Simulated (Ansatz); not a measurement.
# WS2: the cost of one run

Program: Ansatz 0.2.0. Level of theory: DFT PBE, scalar-relativistic, plane waves, PAW. These are calculated values, not measurements.

5 further runs of the same task are left out: 1 that didn't finish, 4 set aside as unsound or not needed.

## (1) The system as given

It takes space group R3m (No. 160, trigonal). Conventional cell: a = 3.188 Å, b = 3.188 Å, c = 22.423 Å, α = 90.00°, β = 90.00°, γ = 120.00°. W (site symmetry 3m) has 6 S at 2.42 Å as nearest neighbours. Around S (site symmetry 3m) lie 3 W at 2.42 Å.

Structure file:

```cif
data_structure
_symmetry_space_group_name_H-M 'R3m:H'
_symmetry_Int_Tables_number 160
_cell_length_a 3.1877
_cell_length_b 3.1877
_cell_length_c 22.4233
_cell_angle_alpha 90.000
_cell_angle_beta 90.000
_cell_angle_gamma 120.000
_cell_volume 197.33
loop_
_atom_site_label
_atom_site_type_symbol
_atom_site_symmetry_multiplicity
_atom_site_Wyckoff_symbol
_atom_site_fract_x
_atom_site_fract_y
_atom_site_fract_z
_atom_site_occupancy
W1 W 3 a 0.66667 0.33333 0.33266 1
S1 S 3 a 0.33333 0.66667 0.26259 1
S2 S 3 a 0.66667 0.33333 0.06939 1
```

It goes back to an entry of the Materials Project, which need not be the stable form.

This cell was relaxed beforehand with the same method: volume 21.93 Å³/atom, gap on the mesh 1.64 eV.

## (2) The perfect supercell

File input.yaml:

```yaml
crystal:
  lattice:
    - [-6.375494846, 3.6808936656, 7.4744429926]
    - [0.0, -7.3617873312, 7.4744429926]
    - [6.375494846, 3.6808936656, 7.4744429926]
  atoms:
    - { symbol: W, position: [0.2506774473, 0.7506774473, 0.0006774473] }
    - { symbol: W, position: [0.5006774473, 0.5006774473, 0.0006774473] }
    - { symbol: W, position: [0.7506774473, 0.2506774473, 0.0006774473] }
    - { symbol: W, position: [0.0006774473, 0.7506774473, 0.2506774473] }
    - { symbol: W, position: [0.0006774473, 0.0006774473, 0.0006774473] }
    - { symbol: W, position: [0.2506774473, 0.5006774473, 0.2506774473] }
    - { symbol: W, position: [0.5006774473, 0.2506774473, 0.2506774473] }
    - { symbol: W, position: [0.7506774473, 0.7506774473, 0.5006774473] }
    - { symbol: W, position: [0.7506774473, 0.0006774473, 0.2506774473] }
    - { symbol: W, position: [0.0006774473, 0.5006774473, 0.5006774473] }
    - { symbol: W, position: [0.2506774473, 0.2506774473, 0.5006774473] }
    - { symbol: W, position: [0.5006774473, 0.7506774473, 0.7506774473] }
    - { symbol: W, position: [0.5006774473, 0.0006774473, 0.5006774473] }
    - { symbol: W, position: [0.7506774473, 0.5006774473, 0.7506774473] }
    - { symbol: W, position: [0.0006774473, 0.2506774473, 0.7506774473] }
    - { symbol: W, position: [0.2506774473, 0.0006774473, 0.7506774473] }
    - { symbol: S, position: [0.6540743331, 0.1540743331, 0.4040743331] }
    - { symbol: S, position: [0.9040743331, 0.9040743331, 0.4040743331] }
    - { symbol: S, position: [0.1540743331, 0.6540743331, 0.4040743331] }
    - { symbol: S, position: [0.4040743331, 0.1540743331, 0.6540743331] }
    - { symbol: S, position: [0.4040743331, 0.4040743331, 0.4040743331] }
    - { symbol: S, position: [0.6540743331, 0.9040743331, 0.6540743331] }
    - { symbol: S, position: [0.9040743331, 0.6540743331, 0.6540743331] }
    - { symbol: S, position: [0.1540743331, 0.1540743331, 0.9040743331] }
    - { symbol: S, position: [0.1540743331, 0.4040743331, 0.6540743331] }
    - { symbol: S, position: [0.4040743331, 0.9040743331, 0.9040743331] }
    - { symbol: S, position: [0.6540743331, 0.6540743331, 0.9040743331] }
    - { symbol: S, position: [0.9040743331, 0.1540743331, 0.1540743331] }
    - { symbol: S, position: [0.9040743331, 0.4040743331, 0.9040743331] }
    - { symbol: S, position: [0.1540743331, 0.9040743331, 0.1540743331] }
    - { symbol: S, position: [0.4040743331, 0.6540743331, 0.1540743331] }
    - { symbol: S, position: [0.6540743331, 0.4040743331, 0.1540743331] }
    - { symbol: S, position: [0.5139482196, 0.0139482196, 0.2639482196] }
    - { symbol: S, position: [0.7639482196, 0.7639482196, 0.2639482196] }
    - { symbol: S, position: [0.0139482196, 0.5139482196, 0.2639482196] }
    - { symbol: S, position: [0.2639482196, 0.0139482196, 0.5139482196] }
    - { symbol: S, position: [0.2639482196, 0.2639482196, 0.2639482196] }
    - { symbol: S, position: [0.5139482196, 0.7639482196, 0.5139482196] }
    - { symbol: S, position: [0.7639482196, 0.5139482196, 0.5139482196] }
    - { symbol: S, position: [0.0139482196, 0.0139482196, 0.7639482196] }
    - { symbol: S, position: [0.0139482196, 0.2639482196, 0.5139482196] }
    - { symbol: S, position: [0.2639482196, 0.7639482196, 0.7639482196] }
    - { symbol: S, position: [0.5139482196, 0.5139482196, 0.7639482196] }
    - { symbol: S, position: [0.7639482196, 0.0139482196, 0.0139482196] }
    - { symbol: S, position: [0.7639482196, 0.2639482196, 0.7639482196] }
    - { symbol: S, position: [0.0139482196, 0.7639482196, 0.0139482196] }
    - { symbol: S, position: [0.2639482196, 0.5139482196, 0.0139482196] }
    - { symbol: S, position: [0.5139482196, 0.2639482196, 0.0139482196] }
basis:
  ecutwfc: 420
  xc_grid: 2
kpoints:
  mp_grid: { grid: [1, 1, 1], shift: [0.0, 0.0, 0.0] }
hamiltonian:
  xc: pbe
scf:
  occupations: { method: gaussian, width: 0.01 }
output:
  forces: true
  stress: true
  eigenvalues: true
```

The run is started by

```sh
ansatz run input.yaml --threads 4 --pin off --max-ram 8192MiB --backend cpu --events-out ev --progress --plain --runs-dir out
```

**Question.** How long does this run take on 4 threads of Arm Neoverse N1, shared host, and how much memory does it need?

About 11 s, with a peak of 1.1 GiB.
